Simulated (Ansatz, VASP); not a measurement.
# CaO (Lime) in two plane-wave programs

Aim: how closely do two programs agree when they are given the same cell, functional and k mesh?

Main program and level: Ansatz 0.2.0; plane waves, with VASP 6.6.1 beside it; single point at HSE06.

## 1. Set-up

Symmetry: Fm-3m, No. 225, cubic system. The conventional cell has a = 4.813 Å, b = 4.813 Å, c = 4.813 Å, α = 90.00°, β = 90.00°, γ = 90.00°. Nearest to Ca lie 6 O at 2.41 Å. O has 6 Ca at 2.41 Å nearest. Farther neighbours and most contacts between anions are not listed.

As a file:

```cif
data_structure
_symmetry_space_group_name_H-M 'Fm-3m'
_symmetry_Int_Tables_number 225
_cell_length_a 4.8130
_cell_length_b 4.8130
_cell_length_c 4.8130
_cell_angle_alpha 90.000
_cell_angle_beta 90.000
_cell_angle_gamma 90.000
_cell_volume 111.49
loop_
_atom_site_label
_atom_site_type_symbol
_atom_site_symmetry_multiplicity
_atom_site_Wyckoff_symbol
_atom_site_fract_x
_atom_site_fract_y
_atom_site_fract_z
_atom_site_occupancy
Ca1 Ca 4 a 0.00000 0.00000 0.00000 1
O1 O 4 b 0.50000 0.00000 0.00000 1
```

## 2. VASP: single point, HSE06

With cell and atoms fixed, the geometry can't cause a difference; cores, projectors, grids and the points listed under the comparison can.

Lines of VASP's logs that name or quote its potential files are left out, and so is its time.

The run reads the wave functions of an earlier VASP run, which isn't shown here.

INCAR

```
SYSTEM = CaO
PREC = Accurate
ENCUT = 440
EDIFF = 1E-08
NELM = 100
ISMEAR = 0
SIGMA = 0.01
LREAL = .FALSE.
ALGO = Normal
LHFCALC = .TRUE.
AEXX = 0.25
GGA = PE
HFSCREEN = 0.2
LASPH = .TRUE.
NBANDS = 14
PRECFOCK = Fast
LORBIT = 11
LWAVE = .TRUE.
LCHARG = .FALSE.
KPAR = 8
```

POSCAR

```
CaO
1.0
    0.0000000000      2.4065000000      2.4065000000
    2.4065000000      0.0000000000      2.4065000000
    2.4065000000      2.4065000000      0.0000000000
Ca O
1 1
Direct
    0.0000000000      0.0000000000      0.0000000000
    0.5000000000      0.5000000000      0.5000000000
```

KPOINTS

```
Automatic mesh
0
Gamma
4 4 4
0 0 0
```

Potentials, in the order of the species: Ca_sv_GW and O_GW (PBE family, release 64).

The run is started by

```sh
$ mpirun -np 8 vasp_std
```

Numbers of over 12 decimals in the logs are rounded to 6 here.

Output:

```text
[banner, memory and clock lines left out]
running    8 mpi-ranks, on    1 nodes
 distrk:  each k-point on    1 cores,    8 groups
 distr:  one band on    1 cores,    1 groups

 POSCAR found type information on POSCAR CaO
 POSCAR found :  2 types and       2 ions
|                                                                             |
|           W    W    AA    RRRRR   N    N  II  N    N   GGGG   !!!           |
|           W    W   A  A   R    R  NN   N  II  NN   N  G    G  !!!           |
|           W    W  A    A  R    R  N N  N  II  N N  N  G       !!!           |
|           W WW W  AAAAAA  RRRRR   N  N N  II  N  N N  G  GGG   !            |
|           WW  WW  A    A  R   R   N   NN  II  N   NN  G    G                |
|           W    W  A    A  R    R  N    N  II  N    N   GGGG   !!!           |
|                                                                             |
|     For optimal performance we recommend to set                             |
|       NCORE = 2 up to number-of-cores-per-socket                            |
|     NCORE specifies how many cores store one orbital (NPAR=cpu/NCORE).      |
|     This setting can greatly improve the performance of VASP for DFT.       |
|     The default, NCORE=1 might be grossly inefficient on modern             |
|     multi-core architectures or massively parallel machines. Do your        |
|     Unfortunately you need to use the default for GW and RPA                |
|     calculations (for HF NCORE is supported but not extensively tested      |
|     yet).                                                                   |
|                                                                             |

 LDA part: xc-table for (Slater+PW92), standard interpolation
 found WAVECAR, reading the header
 POSCAR, INCAR and KPOINTS ok, starting setup
 FFT: planning ... GRIDC
 FFT: planning ... GRID_SOFT
 FFT: planning ... GRID
 reading WAVECAR
 the WAVECAR file was read successfully
 initial charge from wavefunction
 entering main loop
       N       E                     dE             d eps       ncg     rms          rms(c)
DAV:   1    -0.208317616274E+02   -0.20832E+02   -0.26956E-01   320   0.115E+01    0.114E+00
DAV:   2    -0.208259210426E+02    0.58406E-02   -0.32038E-02   342   0.238E+00    0.584E-01
DAV:   3    -0.208253187345E+02    0.60231E-03   -0.41124E-03   332   0.733E-01    0.382E-01
DAV:   4    -0.208246989589E+02    0.61978E-03   -0.78140E-04   272   0.422E-01    0.222E-01
DAV:   5    -0.208245708682E+02    0.12809E-03   -0.34011E-04   350   0.230E-01    0.132E-01
DAV:   6    -0.208245258196E+02    0.45049E-04   -0.18983E-05   352   0.731E-02    0.726E-02
DAV:   7    -0.208245132885E+02    0.12531E-04   -0.82411E-06   350   0.369E-02    0.401E-02
DAV:   8    -0.208245104204E+02    0.28681E-05   -0.26256E-06   296   0.269E-02    0.233E-02
DAV:   9    -0.208245096900E+02    0.73038E-06   -0.10221E-06   290   0.165E-02    0.131E-02
DAV:  10    -0.208245096195E+02    0.70522E-07   -0.30322E-07   342   0.803E-03    0.706E-03
DAV:  11    -0.208245096536E+02   -0.34096E-07   -0.78577E-08   320   0.440E-03    0.407E-03
DAV:  12    -0.208245097070E+02   -0.53471E-07   -0.31725E-08   290   0.268E-03    0.237E-03
DAV:  13    -0.208245097402E+02   -0.33141E-07   -0.94848E-09   172   0.158E-03    0.132E-03
DAV:  14    -0.208245097586E+02   -0.18436E-07   -0.64046E-09   130   0.137E-03    0.902E-04
DAV:  15    -0.208245097690E+02   -0.10431E-07   -0.39041E-09   154   0.111E-03    0.450E-04
DAV:  16    -0.208245097719E+02   -0.28626E-08   -0.28806E-09   130   0.983E-04
   1 F= -.20824510E+02 E0= -.20824510E+02  d E =-.922632-141
 writing wavefunctions
```

OUTCAR, selected parts (step 2):

```text
ion  position               nearest neighbor table
   1  0.000  0.000  0.000-   2 2.41   2 2.41   2 2.41   2 2.41   2 2.41   2 2.41
   2  0.500  0.500  0.500-   1 2.41   1 2.41   1 2.41   1 2.41   1 2.41   1 2.41

  LATTYP: Found a face centered cubic cell.
 ALAT       =     4.8130000000

 Subroutine GETGRP returns: Found 48 space group operations
 (whereof 48 operations were pure point group operations)

The static configuration has the point symmetry O_h .

 Found      8 irreducible k-points:

   k-points           NKPTS =      8   k-points in BZ     NKDIM =     64   number of bands    NBANDS=     14

   dimension x,y,z NGX =    24 NGY =   24 NGZ =   24
   dimension x,y,z NGXF=    48 NGYF=   48 NGZF=   48

   ENCUT  =  440.0 eV  32.34 Ry    5.69 a.u.   5.82  5.82  5.82*2*pi/ulx,y,z

   NELECT =      16.0000    total number of electrons

 k-points in reciprocal lattice and weights: Automatic mesh
   0.00000000  0.00000000  0.00000000       0.016
   0.25000000  0.00000000  0.00000000       0.125
   0.50000000  0.00000000  0.00000000       0.062
   0.25000000  0.25000000  0.00000000       0.094
   0.50000000  0.25000000  0.00000000       0.375
  -0.25000000  0.25000000  0.00000000       0.188
   0.50000000  0.50000000  0.00000000       0.047
  -0.25000000  0.50000000  0.25000000       0.094

  exchange ACFDT corr.  =         0.00000000  see jH, gK, PRB 81, 115126

 average (electrostatic) potential at core
       1 -87.2046       2 -61.6703

 E-fermi :   3.6881

 k-point     1 :       0.0000    0.0000    0.0000
  band No.  band energies     occupation
    ...
      4     -16.0025      2.00000
      5     -13.5063      2.00000
      6       3.5101      2.00000
      7       3.5101      2.00000
      8       3.5102      2.00000
      9       9.7472      0.00000
     10      11.7221      0.00000
     11      11.7221      0.00000
     12      11.7221      0.00000
     13      13.3345      0.00000
    ...

 k-point     2 :       0.2500    0.0000    0.0000
  band No.  band energies     occupation
    ...
      4     -16.0282      2.00000
      5     -12.7245      2.00000
      6       1.9156      2.00000
      7       2.8381      2.00000
      8       2.8382      2.00000
      9      11.6135      0.00000
     10      12.0254      0.00000
     11      12.7734      0.00000
     12      12.7734      0.00000
     13      14.6899      0.00000
    ...

 k-point     3 :       0.5000    0.0000    0.0000
  band No.  band energies     occupation
    ...
      4     -16.0528      2.00000
      5     -12.1415      2.00000
      6       0.7235      2.00000
      7       2.2715      2.00000
      8       2.2716      2.00000
      9      12.5624      0.00000
     10      13.5379      0.00000
     11      14.1043      0.00000
     12      14.1044      0.00000
     13      16.3416      0.00000
    ...

  energy-cutoff  :      440.00
  volume of cell :       27.87
      direct lattice vectors                 reciprocal lattice vectors
     0.000000000  2.406500000  2.406500000    -0.207770621  0.207770621  0.207770621
     2.406500000  0.000000000  2.406500000     0.207770621 -0.207770621  0.207770621
     2.406500000  2.406500000  0.000000000     0.207770621  0.207770621 -0.207770621

 POSITION                                       TOTAL-FORCE (eV/Angst)
 -----------------------------------------------------------------------------------
      0.00000      0.00000      0.00000        -0.000000     -0.000000      0.000000
      2.40650      2.40650      2.40650         0.000000      0.000000     -0.000000
 -----------------------------------------------------------------------------------
    total drift:                               -0.000001     -0.000001     -0.000001

  FREE ENERGIE OF THE ION-ELECTRON SYSTEM (eV)
  ---------------------------------------------------
  free  energy   TOTEN  =       -20.8245097719 eV

  energy  without entropy=      -20.8245097719  energy(sigma->0) =      -20.82450977

 total charge
# of ion       s       p       d       tot
------------------------------------------
    1        2.201   5.951   0.291   8.443
    2        1.531   3.445   0.000   4.977
--------------------------------------------------
tot          3.733   9.396   0.291  13.420

[... 3 further parts left out ...]
```

## 3. Ansatz: single point, HSE06

Ansatz runs on its default PAW (the set named soft_2) files.

The same cell, functional, mesh and smearing now go to Ansatz, which takes its cutoff from its data sets.

input.yaml

```yaml
crystal:
  lattice:
    - [0.0, 2.4065, 2.4065]
    - [2.4065, 0.0, 2.4065]
    - [2.4065, 2.4065, 0.0]
  atoms:
    - { symbol: Ca, position: [0.0, 0.0, 0.0] }
    - { symbol: O, position: [0.5, 0.5, 0.5] }
hamiltonian:
  xc: { exchange: pbe, correlation: pbe, exx: { coeff: 0.25, omega: 0.2 } }
  pseudopotentials: { kind: paw }
kpoints:
  mp_grid: { grid: [4, 4, 4] }
scf:
  occupations: { method: gaussian, width: 0.01 }
  n_extra_bands: 4
output:
  forces: true
  stress: true
  eigenvalues: true
```

The run is started by

```sh
$ ansatz run input.yaml --threads 4 --pin off --max-ram 9216MiB --backend cpu --events-out ev --progress --plain --runs-dir out
```

Output:

```text
Warning: output.stress: scf.convergence.dr2_threshold = 1e-7 eV (the SCF's general default) is looser than the 2e-10 eV advised for a printed stress (1e-10 eV for each atom of the cell: 2). What an SCF threshold leaves in a stress goes as its square root, and in the free energy as the threshold itself, and one threshold admits the most on a small cell: [figures from the program's tests cut] Set scf.convergence.dr2_threshold to 2e-10 eV or tighter. The threshold is an SCF's pass mark: one that does not reach it within its budget of iterations ends unconverged, or closes short of it on a stop that the run arms, and scf.convergence.dr2_threshold's page says what that costs each kind of run
Warning: output.stress: scf.exx.energy_threshold = 1e-6 eV is looser than the 2e-8 eV advised for a stress under a hybrid functional (1e-8 eV for each atom of the cell: 2). Every SCF of the exchange loop can meet its threshold on dr2 while the loop round them stops early: no threshold on dr2 bounds what that leaves in the stress. Set scf.exx.energy_threshold to 2e-8 eV or tighter. The threshold is the loop's pass mark: a loop that does not reach it within its budget of cycles ends unconverged, and scf.exx.energy_threshold's page has the law
scf.n_extra_bands = 4 over 8 filled bands (N_el = 16.0): the run solves 12 bands
Engine: ansatz 0.2.0, x86_64-unknown-linux-gnu
Pseudopotentials: kind: paw
Pseudopotential: Ca, paw, valence charge 10, recommended cutoff 420 eV (normal), Ca.paw.azcp
Pseudopotential: O, paw, valence charge 6, recommended cutoff 420 eV (normal), O.paw.azcp
Functional definition: unnamed
  parameter a_1 = 0.25
  parameter omega_1 = 0.2/angstrom
  exchange = pbe_x + (-a_1)*pbe_x_sr(omega_1) + a_1*exact_x_sr(omega_1)
  correlation = pbe_c
Crystal: 2 atoms, lattice volume = 27.873 Å³
Basis set: ecut = 420 eV, 537 PW (Γ), exchange–correlation on 48×48×48 points (8 copies of the dense FFT grid, shifted against one another)
Bands: 12, of which v1, the nominal top of the filled ones, is band 8 counted from 1 (7 counted from 0)
Symmetry: 48 space group operations
Space group: Fm-3m (ITA 225), of the structure as read, at distance tolerance 3.0e-5 Å
k-points: 8 of 64
Non-local potential: Ca, projectors of the file, l = 0: 3, l = 1: 2, l = 2: 2
Non-local potential: O, projectors of the file, l = 0: 2, l = 1: 2, l = 2: 1
PAW form: soft (Blöchl's): semilocal exchange-correlation on the pseudo side does not see the compensation charge
PAW frozen core: Ca, regenerated for the run's functional, and the local potential with it (the file was generated under x = pbe(κ = 0.804, μ = 0.219515), c = pbe(β = 0.066725))
PAW frozen core: O, regenerated for the run's functional, and the local potential with it (the file was generated under x = pbe(κ = 0.804, μ = 0.219515), c = pbe(β = 0.066725))
PAW one-centre angular grid: Ca, 110 points (default); XC on 64 Gauss nodes
PAW one-centre angular grid: O, 110 points (default); XC on 96 Gauss nodes
Initial density: superposition of atomic densities (neutral atoms: chi_scale 0, normalization atom), corrected by the library's trained network
Initial wavefunctions: pseudopotential atomic-orbital guess
Functional: x = pbe(κ = 0.804, μ = 0.219515), c = pbe(β = 0.066725), warm-up for x = pbe(κ = 0.804, μ = 0.219515) + 0.25 (exact − pbe) at short range (hse, ω = 0.2 Å⁻¹), c = pbe(β = 0.066725)
SCF iter   1: F=—  HF=-2387.717873 eV  |F-HF|=—  |Δ(HF+E_count)|=         —  Δρ=6.10e-4  dr2=5.63e-5  ethr=1.77e-3  ⟨swp⟩=2.5  Hψ=680  notcnv=0
preconditioner: auto → none  [insulator: Δε(μ)=3.653 eV  Ē_g=18.111 eV  σ=0.010 eV  W_gap=1.00  n_scr=8 (ndim 8)  ℏωp=26.3 eV  f_vac=0.000  D(μ)=0.00/eV (n_scr^D=0)]
SCF iter   2: F=-2387.718094 eV  HF=-2387.718054 eV  |F-HF|=4.08e-5  |Δ(HF+E_count)|=   1.81e-4  Δρ=3.38e-4  dr2=2.23e-5  ethr=3.52e-7  ⟨swp⟩=5.2  Hψ=340  notcnv=0  defer=4
SCF 1 stopped early in 2 iterations: F = -2387.718094 eV  dr2 = 2.23e-5
  greatest PAW one-centre occupation: 0.995 electrons in one spin orbital (limit 2), on the Ca atom at site 0 (counted from 0), in its partial waves of l = 0
Initial density: handed on by an earlier stage of this run
Initial wavefunctions: those handed on with the density
Functional: x = pbe(κ = 0.804, μ = 0.219515) + 0.25 (exact − pbe) at short range (hse, ω = 0.2 Å⁻¹), c = pbe(β = 0.066725)
Exchange kernel: α = 0.2500, screened, ω = 0.2000 Å⁻¹, Wigner–Seitz truncation, v(0) = 1060.0204 eV·Å³, q-mesh 4×4×4, nearest image of the exchange supercell L = 13.61 Å, pair-density grid 15×15×15, without the augmentation charges, whose exchange is taken in its separable form by FFT convolution over the k-point mesh (sized by the pseudopotential files, 20×20×20 at the most), smooth part of the exact exchange by density-matrix convolution
Frozen-core exchange: fock
SCF iter   1: F=—  HF=-2388.312531 eV  |F-HF|=—  |Δ(HF+E_count)|=         —  Δρ=9.19e-3  dr2=3.84e-2  ethr=1.40e-6  ⟨swp⟩=6.6  Hψ=475  notcnv=0
preconditioner: auto → none  [insulator: Δε(μ)=5.541 eV  Ē_g=20.917 eV  σ=0.010 eV  W_gap=1.00  n_scr=8 (ndim 8)  ℏωp=26.3 eV  f_vac=0.000  D(μ)=0.00/eV (n_scr^D=0)]
SCF iter   2: F=—  HF=-2388.303095 eV  |F-HF|=—  |Δ(HF+E_count)|=   9.44e-3  Δρ=8.68e-3  dr2=1.42e-2  ethr=1.40e-6  ⟨swp⟩=5.4  Hψ=380  notcnv=0
SCF iter   3: F=—  HF=-2388.300059 eV  |F-HF|=—  |Δ(HF+E_count)|=   3.04e-3  Δρ=2.17e-3  dr2=1.67e-3  ethr=1.40e-6  ⟨swp⟩=5.1  Hψ=329  notcnv=0
SCF iter   4: F=—  HF=-2388.306795 eV  |F-HF|=—  |Δ(HF+E_count)|=   6.74e-3  Δρ=1.26e-3  dr2=6.69e-4  ethr=1.40e-6  ⟨swp⟩=4.8  Hψ=327  notcnv=0
iter 5 solved again at ethr=6.72e-8 eV; its pass at ethr=1.40e-6 eV (dr2=1.08e-5 eV) is discarded
SCF iter   5: F=—  HF=-2388.306588 eV  |F-HF|=—  |Δ(HF+E_count)|=   2.07e-4  Δρ=1.99e-4  dr2=1.62e-5  ethr=6.72e-8  ⟨swp⟩=2.8  Hψ=420  notcnv=0
SCF iter   6: F=-2388.306674 eV  HF=-2388.306676 eV  |F-HF|=2.21e-6  |Δ(HF+E_count)|=   8.77e-5  Δρ=9.75e-5  dr2=2.44e-6  ethr=6.49e-8  ⟨swp⟩=4.2  Hψ=260  notcnv=0
SCF 2 stopped early in 6 iterations: F = -2388.306674 eV  dr2 = 2.44e-6
  greatest PAW one-centre occupation: 0.996 electrons in one spin orbital (limit 2), on the Ca atom at site 0 (counted from 0), in its partial waves of l = 0
hybrid outer 1: dexx = +8.024e-3 eV, tail = 1.75e-5 eV
Exchange kernel: α = 0.2500, screened, ω = 0.2000 Å⁻¹, Wigner–Seitz truncation, v(0) = 1060.0204 eV·Å³, q-mesh 4×4×4, nearest image of the exchange supercell L = 13.61 Å, pair-density grid 15×15×15, without the augmentation charges, whose exchange is taken in its separable form by FFT convolution over the k-point mesh (sized by the pseudopotential files, 20×20×20 at the most), smooth part of the exact exchange by density-matrix convolution
Frozen-core exchange: fock
SCF iter   1: F=—  HF=-2388.306715 eV  |F-HF|=—  |Δ(HF+E_count)|=         —  Δρ=6.57e-5  dr2=6.38e-7  ethr=5.48e-7  ⟨swp⟩=3.8  Hψ=231  notcnv=0
preconditioner: auto → none  [insulator: Δε(μ)=5.335 eV  Ē_g=20.847 eV  σ=0.010 eV  W_gap=1.00  n_scr=8 (ndim 8)  ℏωp=26.3 eV  f_vac=0.000  D(μ)=0.00/eV (n_scr^D=0)]
SCF iter   2: F=—  HF=-2388.306715 eV  |F-HF|=—  |Δ(HF+E_count)|=   3.47e-8  Δρ=1.72e-5  dr2=4.36e-8  ethr=3.53e-9  ⟨swp⟩=3.9  Hψ=205  notcnv=0
SCF iter   3: F=—  HF=-2388.306715 eV  |F-HF|=—  |Δ(HF+E_count)|=   2.38e-7  Δρ=2.07e-5  dr2=7.29e-8  ethr=1.39e-10  ⟨swp⟩=4.2  Hψ=272  notcnv=0
SCF iter   4: F=-2388.306715 eV  HF=-2388.306715 eV  |F-HF|=1.32e-11  |Δ(HF+E_count)|=   2.28e-8  Δρ=7.28e-7  dr2=3.27e-10  ethr=1.39e-10  ⟨swp⟩=3.9  Hψ=211  notcnv=0
SCF 3 converged in 4 iterations: F = -2388.306715 eV  dr2 = 3.27e-10
  Residual-converged pass: ⟨swp⟩=2.9  Hψ=175  notcnv=0  max |occ|·‖R‖ = 2.0e-6 eV (tolerance 2.4e-6 eV)  dr2=3.21e-10  dr2_onsite=3.22e-11  max |Δocc| = 0.0e0
hybrid outer 2: dexx = +2.798e-7 eV, tail = 4.59e-9 eV, Δε = 2.32e-3 eV (about 4.72e-5 eV left of the loop's levels)
hybrid SCF converged: 2 outer / 10 inner (+2 warm-up), last move |dexx| = 2.80e-7 eV, tail = 4.59e-9 eV
Stability not checked: this state was not tested for a lower state beside it, because the functional holds exact exchange (a hybrid, or Hartree-Fock), whose exchange loop this test does not read (fock_operator; see scf.lower_state_search)
Free energy (F): -2388.306715 eV
Frozen-core exchange: fock
Harris-Foulkes:  -2388.306715 eV  (|F-HF|=1.32e-11)
Internal energy: -2388.306715 eV  (E = F + TS)
E sigma→0 (E₀):  -2388.306715 eV
Fermi energy:    9.242236 eV
--- Per-component energies (eV) ---
  E_band       = -134.042744
  E_kinetic    = 457.002923
  E_local      = -892.767757  (includes V_loc(G=0)·N_el)
  E_nonlocal   = 109.931140
  E_hartree    = 296.499345
  E_xc         = -170.372988
  E_vxc        = -212.679946  (∫ρ·V_xc dr)
  E_exx        = -48.547145  (= α·E_x^exact, valence–valence)
  E_paw        = -1011.495811  (= ΣΔE_a)
  E_vpaw       = -91.435681  (= ΣTr[D̂ρ^β])
  E_aug_tail   = 0.002410  (compensation charges beyond the density's cutoff)
  E_ewald      = -1128.379897
  E_core_change = -0.178936  (= ΣΔE_core)
  E_smearing   = -0.000000  (= −TS)
  E_closure    = 0.000000  (closes the sum)
  Σ components = -2388.306715   (vs F -2388.306715, Δ=0.00e0)
--- Forces (eV/Å), atoms counted from 1 ---
  atom   1  Ca    -0.00000000    -0.00000000    -0.00000000
  atom   2  O      0.00000000     0.00000000     0.00000000
  max |Σ_I F_I| component: 2.24e-29 eV/Å
--- Stress (GPa, compression-positive) ---
       -1.023648      -0.000000      -0.000000
        0.000000      -1.023648      -0.000000
       -0.000000      -0.000000      -1.023648
  P = ⅓ Tr σ = -1.0236 GPa (-10.236 kbar)
--- Band table (eV; the first three rows and the last of 8) ---
  k-point 0: bands = [... 4 lower, -10.4399, 6.5744, 6.5744, 6.5744, 12.8077, 14.7786, 14.7786, 14.7786]
  k-point 1: bands = [... 4 lower, -9.6556, 4.9784, 5.9016, 5.9016, 14.6768, 15.0919, 15.8305, 15.8305]
  k-point 2: bands = [... 4 lower, -9.0707, 3.7844, 5.3341, 5.3341, 15.6203, 16.6275, 17.1624, 17.1624]
  k-point 7: bands = [... 4 lower, -9.7188, 5.2124, 5.4317, 5.4317, 14.7763, 14.7763, 17.1252, 18.4975]
```

It took 1.1 s on 4 threads of AMD EPYC 9B45 (Zen 5), shared host; peak memory 0.49 GiB; 3.3 s of CPU time.

Reading the cycles: dr2 is the Hartree energy of the density residual (eV), the measure of convergence; HF is the Harris–Foulkes estimate of the energy, which meets the free energy F at convergence.

The run ends at a pressure of -1.02 GPa.

## 4. Comparison

Known differences besides the potentials themselves: exact exchange at q = 0 is treated differently, which shows on coarse meshes; VASP keeps PBE cores, Ansatz makes them for the functional; the cutoff is 420 eV in Ansatz and 440 eV in VASP; VASP takes a coarser grid for exact exchange (PRECFOCK = Fast). Total energies have different zeros and are not compared.

The two programs side by side:

```tsv
quantity	Ansatz	VASP	difference
gap on the k mesh (eV)	5.336	5.343	-0.008
```

A gap on the mesh is an upper bound, since the band edges may lie between its points.

## 5. Outcome

```json
{
  "difference in gap on the k mesh (single point, HSE06)": "-0.0078 eV"
}
```

**Reading.** The difference in gap on the k mesh is -0.0078 eV (single point, HSE06), within the 0.08 eV picked in this series as the mark of a large difference. Such differences can come from data sets, numerical settings and the points named under the comparisons, not from the functional's error against experiment.

[Lines on the potential files, build, host, timing and source positions are cut from VASP's logs without a mark.]

[Logs are printed without paths, hosts, clocks, repeated set-up lines and the standing remarks that a program may print on its own settings, such as how far it seeks lower states.]

[Hosts, paths, dates, database ids (printed as entryN), source tags and the programs' standing remarks are cut or masked in the printed files.]
